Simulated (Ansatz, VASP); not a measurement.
One calculation of I, two programs

```
I
1.0
     3.68287   -2.42654    0.00000
     3.68287    2.42654    0.00000
     0.00000    0.00000    9.92232
I
4
Direct
  0.64930 0.35070 0.38440
  0.14930 0.85070 0.11560
  0.35070 0.64930 0.61560
  0.85070 0.14930 0.88440
```

Change from the starting cell: volume scaled by 1.04.

Alike in both runs: task single point; functional PBEsol; k mesh 7 × 7 × 3; occupations fermi-dirac, width 0.05 eV; no spin polarisation.

|  | VASP | Ansatz |
| --- | --- | --- |
| version | VASP 6.6.1 | Ansatz 0.2.0 |
| potentials or method | VASP PAW PBE potentials, release 64 (I) | Ansatz PAW |
| plane-wave cutoff (eV) | 520 | 420 |
| valence electrons in the cell | 28 | 68 |

Ansatz gave:

| Item | Value |
| --- | --- |
| gap on the k mesh at the Fermi level (eV) | 1.20 |
| least direct gap on the mesh (eV) | 1.26 |
| pressure (GPa) | -0.8 |
| largest component of the traceless stress (GPa) | 0.68 |
| rms of the force components (eV/Å) | 0.254 |

Question: Which values does VASP return?

Answer: gap on the k mesh at the Fermi level (eV): 1.20; least direct gap on the mesh (eV): 1.27; pressure (GPa): -0.8; largest component of the traceless stress (GPa): 0.68; rms of the force components (eV/Å): 0.253.

Atom by atom the forces differ by 0.001 eV/Å (rms over components). The two sets of potentials don't hold the same shells in valence.

Caveats: spin-orbit coupling is left out, which moves the levels of the heavy elements; the PAW data sets were made with another functional, which shifts forces and pressure a little (VASP); an odd mesh through Γ misses points on the zone boundary, where band edges often lie (VASP); odd divisions of the mesh miss points on the zone boundary, where band edges often lie, so the gap on the mesh can be too wide (Ansatz); the PAW data sets come from PBE, with cores solved anew for the run's functional, which leaves a small shift of forces and pressure (Ansatz).
